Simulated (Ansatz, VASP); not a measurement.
## One calculation of WS2, two programs

INCAR

```
SYSTEM = WS2
PREC = Accurate
ENCUT = 600
EDIFF = 1E-6
ISMEAR = 0
SIGMA = 0.02
LREAL = .FALSE.
LASPH = .TRUE.
NELM = 100
ALGO = Normal
ISIF = 3
LWAVE = .FALSE.
LCHARG = .FALSE.
GGA = PE
IBRION = 2
NSW = 100
EDIFFG = -0.005
```

File KPOINTS:

```
regular mesh
0
G
  12 12 2
  0 0 0
```

POSCAR

```
WS2
1.0
    3.1842228922      0.0000000000      0.0000000000
   -1.5921114461      2.7576179160      0.0000000000
    0.0000000000      0.0000000000     12.9782823600
W S
2 4
Direct
    0.3333333300      0.6666666700      0.2500000000
    0.6666666700      0.3333333300      0.7500000000
    0.3333333300      0.6666666700      0.6298049400
    0.6666666700      0.3333333300      0.1298049400
    0.3333333300      0.6666666700      0.8701950600
    0.6666666700      0.3333333300      0.3701950600
```

Input for Ansatz:

```yaml
crystal:
  lattice:
    - [3.1842228922, 0.0, 0.0]
    - [-1.5921114461, 2.757617916, 0.0]
    - [0.0, 0.0, 12.97828236]
  atoms:
    - { symbol: W, position: [0.33333333, 0.66666667, 0.25] }
    - { symbol: W, position: [0.66666667, 0.33333333, 0.75] }
    - { symbol: S, position: [0.33333333, 0.66666667, 0.62980494] }
    - { symbol: S, position: [0.66666667, 0.33333333, 0.12980494] }
    - { symbol: S, position: [0.33333333, 0.66666667, 0.87019506] }
    - { symbol: S, position: [0.66666667, 0.33333333, 0.37019506] }
basis:
  ecutwfc: 420
kpoints:
  mp_grid: { grid: [12, 12, 2] }
hamiltonian:
  xc: pbe
scf:
  occupations: { method: gaussian, width: 0.02 }
output:
  forces: true
  stress: true
  eigenvalues: true
relax:
  adjacent_minimum: "off"
  f_tol: 0.005
  max_steps: 80
  cell: { stress_tol: 0.05 }
```

The cell is a database's computed one.

Alike in both runs: task relaxation of cell and atoms; functional PBE; k mesh 12 × 12 × 2; occupations gaussian, width 0.02 eV; no spin polarisation.

```csv
,VASP,Ansatz
version,VASP 6.6.1,Ansatz 0.2.0
potentials or method,"VASP PAW PBE potentials, release 64 (W_sv, S)","scalar-relativistic, plane waves, PAW"
plane-wave cutoff (eV),600,420
valence electrons in the cell,52,52
```

Ansatz gave:

| Property | Result |
| --- | --- |
| gap on the k mesh at the Fermi level, each at its own relaxed structure (eV) | 1.63 |
| relaxed volume (Å³/atom) | 21.81 |
| relaxed cell length with the largest relative difference (Å) | 14.871 |
| energy change over the relaxation (meV/atom) | -7 |

**Question.** Which values does VASP return?

**Answer.** gap on the k mesh at the Fermi level, each at its own relaxed structure (eV): 1.58; relaxed volume (Å³/atom): 21.04; relaxed cell length with the largest relative difference (Å): 14.347; energy change over the relaxation (meV/atom): -6.

Caveats: spin-orbit coupling is left out, which moves the levels of the heavy elements; this functional lacks dispersion, which binds the layers, so the pressure and a relaxed spacing across them are unreliable. A k mesh can miss the band edges. A hybrid or GW would open this gap; PBE tends to underestimate it.
